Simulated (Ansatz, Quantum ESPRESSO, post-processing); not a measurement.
# H-BN-H chair, 1 layer: response to a perpendicular field, part 2 of 2

Aim: how H-BN-H chair, 1 layer screens a field along its normal, and what the field does to its bands.

Quantum ESPRESSO 7.5; plane-wave DFT, vdW-DF-cx, GBRV ultrasoft pseudopotentials made under PBE; geometry and cross-check by Ansatz 0.2.0 with PAW datasets.

So far. Step 13 (Bands along a path: field -0.2 V/Å): Along this path the valence top lies at Γ and the conduction bottom at Γ. Step 14 (Valence density): The density integrates to 10.000 electrons, as the 10 of the input ask.

### 17. Polarisability from the dipole between 0 and 0.1 V/A

Numbers from this step:

```
change of slope in the vacuum : 0.10000 eV/Å
polarisability a cell         : 1.607 Å³
sheet polarisability 4πα/A    : 3.469 Å
```

Change of the potential energy, second field less first against z:

z (Å), change of the potential energy, second field less first (eV) and a bar from the least value:
```
        0     -0.391 ######
        1     -0.696 
        2     -0.596 ##
        3     -0.496 ####
        4     -0.396 ######
        5     -0.296 ########
        6     -0.198 ##########
        7     -0.104 ############
        8     -0.031 ##############
        9     -0.007 ##############
       10      0.002 ##############
       11      0.023 ###############
       12      0.068 ################
       13      0.158 ##################
       14      0.257 ####################
       15      0.357 ######################
       16      0.457 ########################
       17      0.557 ##########################
       18      0.657 ############################
       19      0.757 ##############################
```

### 18. Dipole against field

Table of dipole along the normal, dipole moment by applied field:

```csv
applied field (V/Å),"dipole along the normal, dipole moment (e·Å)"
-0.200,-0.162
0.000,-0.140
0.100,-0.129
0.200,-0.118
```

### 19. The same in Ansatz: field 0.1 V/Å

A second code with its own PAW datasets, on the same atoms.

Level of this step: plane-wave DFT, PBE, Ansatz PAW (Ansatz 0.2.0).

The input, input.yaml:

```yaml
crystal:
  lattice:
    - [2.5925751529, 0.0, 0.0]
    - [-1.2962875765, 2.2452359437, 0.0]
    - [0.0, 0.0, 19.6866666667]
  atoms:
    - { symbol: H, position: [0.6666666667, 0.3333333333, 0.4306164462] }
    - { symbol: "N", position: [0.6666666667, 0.3333333333, 0.4831666828] }
    - { symbol: B, position: [0.3333333333, 0.6666666667, 0.5093730976] }
    - { symbol: H, position: [0.3333333333, 0.6666666667, 0.5702403193] }
kpoints:
  mp_grid: { grid: [12, 12, 1] }
hamiltonian:
  xc: pbe
scf:
  occupations: { method: fermi_dirac, width: 0.054 }
  convergence: { dr2_threshold: 1.0e-09 }
efield:
  axis: 3
  dipole_correction: true
  ramp_position: 0.97
  ramp_width: 0.04
  amplitude: 0.1
output:
  write_potential: true
  write_density: true
  volumetric_format: npy
```

The run is started by

```bash
$ ansatz run input.yaml --threads 4 --pin off --max-ram 8192MiB --backend cpu --events-out ev --progress --plain --runs-dir out
```

Wall time 1.2 s (4 threads of Arm Neoverse V1, shared host); peak memory 0.33 GiB; 4.3 s of CPU time.

Read from the output:

| Quantity | Value |
| --- | --- |
| free energy | -573.7351 eV |
| Fermi energy | -2.674 eV |
| gap by band count | 2.709 eV |
| dipole along the normal | -0.1313 e·Å |

At 0.1 V/Å Ansatz's dipole is -0.1313 e Å against -0.1293 from pw.x, under another functional.

### 20. The same in Ansatz: field -0.1 V/Å

input.yaml is the input of step 19 with these lines changed:

```diff
@@ -22,3 +22,3 @@
   ramp_width: 0.04
-  amplitude: 0.1
+  amplitude: -0.1
 output:
```

Elapsed: 1.2 s, on 4 threads; peak memory 0.33 GiB; 4.3 s of CPU time.

This step gave:

| Quantity | Value |
| --- | --- |
| free energy | -573.7636 eV |
| Fermi energy | -2.515 eV |
| gap by band count | 3.040 eV |
| dipole along the normal | -0.1534 e·Å |

### 21. Dipole against field, Ansatz

Dipole along the normal, dipole moment against applied field:

```csv
applied field (V/Å),"dipole along the normal, dipole moment (e·Å)"
-0.1000,-0.153
0.0000,-0.142
0.1000,-0.131
```

### 22. SCF with pw.x, with smearing = gaussian and degauss = 0.05

A sensitivity test on the input.

Level of this step: plane-wave DFT, vdW-DF-cx, GBRV ultrasoft pseudopotentials made under PBE (Quantum ESPRESSO 7.5). input_dft overrides the functional of the files.

The input, f1.w0.in:

```
&control
  prefix = 'f1.w0'
  outdir = './out'
  pseudo_dir = './pseudo'
  calculation = 'scf'
  tprnfor = .true.
  tefield = .true.
  dipfield = .true.
/
&system
  ibrav = 0
  nat = 4
  ntyp = 3
  ecutwfc = 40
  ecutrho = 200
  input_dft = 'vdw-df-cx'
  occupations = 'smearing'
  smearing = 'gaussian'
  degauss = 0.05
  edir = 3
  emaxpos = 0.97
  eopreg = 0.04
  eamp = 0.00194469
/
&electrons
  conv_thr = 1e-09
  mixing_beta = 0.4
  electron_maxstep = 120
  mixing_mode = 'plain'
/
ATOMIC_SPECIES
  H   1.0080  h_pbe_v1.4.uspp.F.UPF
  N   14.0070  n_pbe_v1.2.uspp.F.UPF
  B   10.8100  b_pbe_v1.4.uspp.F.UPF
CELL_PARAMETERS angstrom
  2.59257515293350 0.00000000000000 0.00000000000000
  -1.29628757646675 2.24523594366074 0.00000000000000
  0.00000000000000 0.00000000000000 19.68666666670000
ATOMIC_POSITIONS crystal
  H   0.666666666667 0.333333333333 0.430616446185
  N   0.666666666667 0.333333333333 0.483166682768
  B   0.333333333333 0.666666666667 0.509373097598
  H   0.333333333333 0.666666666667 0.570240319349
K_POINTS automatic
  12 12 1 0 0 0
```

The run is started by

```bash
$ OMP_NUM_THREADS=1 mpirun -n 4 pw.x -nk 4 -in f1.w0.in > f1.w0.out
```

Run time: 26 s. Hardware: 4 MPI ranks; peak memory 0.3 GiB; 1.7 min of CPU time.

The changed values were drawn from a wide range, not chosen for quality; the comparison shows what they did here together.

Beside the run it was changed from:

```csv
quantity,this run,unchanged run,difference
dipole along the normal (e·Å),-0.1281,-0.1293,0.0012
free energy (eV),-394.6931,-394.6929,-2.2e-4
wall time (s),26,23,
SCF iterations,12,7,
```

The free energy moves by -0.056 meV an atom.

This run starts from superposed atoms, the unchanged one from a saved density, so their iteration counts don't compare.

The physical values in this table move by up to 0.93 %.

### 23. The arithmetic

α = Δp/E = (-0.12927 − (-0.14043)) e Å / 0.1 V/Å = 0.1116 e Å²/V; times e/(4πε₀) = 14.40 V Å this is 1.607 Å³. With A = 5.821 Å², 4πα/A = 3.469 Å.

### 24. Results

- polarisability along the normal, a cell: 1.61 Å³
- sheet polarisability 4πα/A: 3.47 Å
- dipole without a field: -0.140 e·Å
- Kohn-Sham ionisation potential, upper face: 8.30 eV
- gap along the path at 0 V/Å: 2.51 eV
- gap along the path at 0.2 V/Å: 2.05 eV
- gap along the path at -0.2 V/Å: 2.85 eV

The sheet answers a field with a polarisability of 1.61 Å³ a cell, or 4πα/A = 3.47 Å (vdW-DF-cx, GBRV ultrasoft (made under PBE)). In pw.x the dipole follows the field linearly over the range tried. A perfect conductor 3.47 Å thick would screen alike; the outer atoms lie 2.75 Å apart. At 0.1 V/Å the sheet takes 0.347 eV off the potential drop. At 0.2 V/Å the gap along the path goes from 2.51 to 2.05 eV. Quantum ESPRESSO and Ansatz give 1.607 and 1.589 Å³ for the polarisability (pw.x from 0 and 0.1 V/Å, Ansatz from ±0.1 V/Å, under PBE), which agree. The ions stay at their zero-field places, so this is the electrons' response alone. Semilocal gaps are too small, and in strong fields empty levels can belong to the vacuum.

[Logs are printed without paths, hosts, clocks, repeated set-up lines and the standing remarks that a program may print on its own settings, such as how far it seeks lower states.]

[Hosts, paths, dates, database ids (printed as entryN), source tags and the programs' standing remarks are cut or masked in the printed files.]

[Maps of the electrostatic potential energy from Ansatz leave out the sawtooth potential of an applied field or a dipole correction, so their vacuum need not be flat; planar profiles and work functions include it.]
